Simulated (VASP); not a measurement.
The system is GePt.

```
CELL_PARAMETERS angstrom
7.92344 -0.00823 -0.03953
-1.98442 3.33505 0.03027
-0.02768 0.03297 5.55436
ATOMIC_POSITIONS crystal
Ge 0.16072 0.64190 0.23854
Ge 0.66037 0.65081 0.23566
Ge 0.34454 0.37711 0.74832
Ge 0.82766 0.33331 0.78596
Pt 0.01419 0.00352 0.99668
Pt 0.51109 0.00959 0.00306
Pt 0.99037 0.01272 0.53625
Pt 0.49309 0.00620 0.49370
```

The cell was built by a generator and needn't be a form met in nature.

| Property | Result |
| --- | --- |
| Program | VASP 6.6.1 |
| Task | relaxation of cell and atoms |
| Functional | PBE |
| Potentials or basis | VASP PAW PBE potentials, release 64 (Ge_d, Pt) |
| Cutoff | 520 eV |
| k mesh | 7 × 7 × 4 |
| Occupations | gaussian, width 0.15 eV |
| Spin | no spin polarisation |

At the start: pressure -2.6 GPa; volume 18.33 Å³/atom.

**Question.** Where does the relaxation end?

**Answer.** Over 32 steps the energy falls by 83.4 meV/atom and the volume is 17.58 Å³/atom (-4.1 %); space group Pnma (No. 62, to 0.05 Å).

Step by step:
```
step  energy change (eV)  largest force (eV/Å)  pressure (GPa)  volume (Å³)
   1              0.0000                2.2011           -2.61       146.67
   2             -0.5042                0.7770            1.50       140.40
   3             -0.5131                0.7635            2.18       139.58
   4             -0.5989                0.4945           -1.75       143.12
   5             -0.5996                0.4965           -1.65       142.80
   6             -0.6275                0.2514            0.91       140.44
   7             -0.6290                0.2461            0.43       140.88
   8             -0.6438                0.2059           -0.03       141.23
   9             -0.6463                0.2315           -0.16       141.40
  10             -0.6465                0.2475           -0.30       141.45
  11             -0.6528                0.1253           -0.10       140.87
  12             -0.6531                0.1719            0.30       140.72
  13             -0.6574                0.1479            0.14       141.08
  14             -0.6583                0.1312           -0.26       141.29
  15             -0.6616                0.0918           -0.03       140.77
  16             -0.6616                0.1072            0.45       140.72
  17             -0.6616                0.0974            0.16       140.75
  18             -0.6616                0.1024            0.12       140.74
  19             -0.6636                0.0406            0.20       140.83
  20             -0.6638                0.0417            0.13       140.84
  21             -0.6640                0.0580            0.11       140.87
  22             -0.6645                0.0399           -0.35       141.27
  23             -0.6646                0.0547            0.00       141.20
  24             -0.6646                0.0393           -0.58       141.25
  25             -0.6646                0.0518           -0.29       141.22
  26             -0.6650                0.0356           -0.31       141.20
  27             -0.6654                0.0293           -0.28       141.17
  28             -0.6660                0.0324           -0.28       141.11
  29             -0.6665                0.0342           -0.16       140.80
  30             -0.6656                0.0357            0.78       140.19
  31             -0.6666                0.0403            0.14       140.63
  32             -0.6669                0.0270            0.24       140.64
```

Final structure:
```
Ge Pt
1.0
     7.75761    0.02775    0.00054
    -1.92720    3.33511    0.00031
     0.00065    0.00224    5.42458
Ge Pt
4 4
Direct
  0.16847 0.67299 0.26535
  0.66848 0.67298 0.24411
  0.33189 0.33563 0.74392
  0.83194 0.33585 0.76559
  0.00956 0.01177 0.00605
  0.49388 0.99642 0.00351
  0.99119 0.99751 0.50612
  0.50662 0.01200 0.50352
```
